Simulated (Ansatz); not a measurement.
# SnS2 (P-3m1), an elastic constant from a strain scan

Theory: DFT PBE+D3(BJ), scalar-relativistic, plane waves, PAW in Ansatz. Settings: plane waves to 420 eV, k-mesh 12×12×6 (Γ-centred), Gaussian smearing 0.05 eV. No spin polarisation. Energies are free energies at this smearing, counted from the undisturbed cell; pressure is positive in compression.

The starting cell (relaxed at this level):

```
CELL_PARAMETERS angstrom
3.66974 0.00000 0.00000
-1.83487 3.17809 0.00000
0.00000 0.00000 5.79992
ATOMIC_POSITIONS crystal
Sn 0.00000 0.00000 0.00000
S 0.66667 0.33333 0.25486
S 0.33333 0.66667 0.74514
```

The cell is strained by ε times the Voigt pattern (0, 0, 1, 0, 0, 0) (xx, yy, zz, yz, xz, xy; engineering shear) with fractional coordinates fixed. The cell holds 3 atoms in V0 = 67.64 Å³. The stress column is τ = (1/V0) dE/dε, got from the stress tensor σ (compression positive) at each point as −det(1 + εP) σ : P(1 + εP)⁻¹, with P the pattern as a tensor.

```
      ε  ΔE (meV/atom)  τ (GPa)
-0.0400         14.051   -5.048
-0.0300          7.865   -3.749
-0.0200          3.490   -2.477
-0.0100          0.879   -1.234
 0.0000          0.000   -0.020
 0.0100          0.810    1.165
 0.0200          3.267    2.320
 0.0300          7.329    3.445
 0.0350          9.950    3.996
 0.0400              ?        ?
```

Which combination of elastic constants does this scan measure, and how large is it?

For small ε, τ = τ0 + Kε with K = pᵀCp, which for this pattern is C33 in the Cartesian frame shown. The parabola through τ at ε = -0.0100, 0 and 0.0100 has slope K = 120 GPa at zero. The energies per cell, E = NΔE, of the same two points give K = 2[E(ε₊)/ε₊ − E(ε₋)/ε₋]/[(ε₊ − ε₋)V0] = 120 GPa, in agreement. These are clamped-ion values.

Predict the withheld row at ε = 0.0400 from the harmonic law, and compare.

ΔE = V0(τ0 ε + Kε²/2)/N = 13.395 meV/atom and τ = 4.78 GPa. The calculation gives 12.951 meV/atom and 4.54 GPa, a miss of 3.3 % of the harmonic energy, so the harmonic law still holds here.

Forces appear on the atoms along this scan, and letting them relax would lower the energy and soften the response.

Cost: 10 runs of about 1 core-minutes in all, on Intel Xeon Platinum 8259CL (Skylake/Cascade Lake) (shared hosts).